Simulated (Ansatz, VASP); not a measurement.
One calculation of ZrB2, two programs

```
Zr B
1.0
     3.26444    0.00000    0.00000
    -1.63222    2.82708    0.00000
     0.00000    0.00000    3.67708
Zr B
1 2
Direct
  0.00000 0.00000 0.00000
  0.33333 0.66667 0.50000
  0.66667 0.33333 0.50000
```

Alike in both runs: functional PBE; k mesh 12 × 12 × 10; occupations gaussian, width 0.05 eV; no spin polarisation.

Ansatz relaxed the structure, and its values are those at the end. VASP's run is a single point on that final structure, the one shown.

```csv
,VASP,Ansatz
version,VASP 6.6.1,Ansatz 0.2.0
potentials or method,"VASP PAW PBE potentials, release 64 (Zr_sv, B)","scalar-relativistic, plane waves, PAW"
plane-wave cutoff (eV),520,420
valence electrons in the cell,18,18
```

```tsv
	VASP	Ansatz	Ansatz less VASP
gap on the k mesh at the Fermi level (eV)	none	none	-
pressure (GPa)	-18.7	-18.8	-0.09
```

A gap of «none» marks a metal or a gap that the smearing closes.

Caveats: so large a pressure means that the cell lies far from this level's equilibrium, or that cutoff or potentials fall short (VASP).
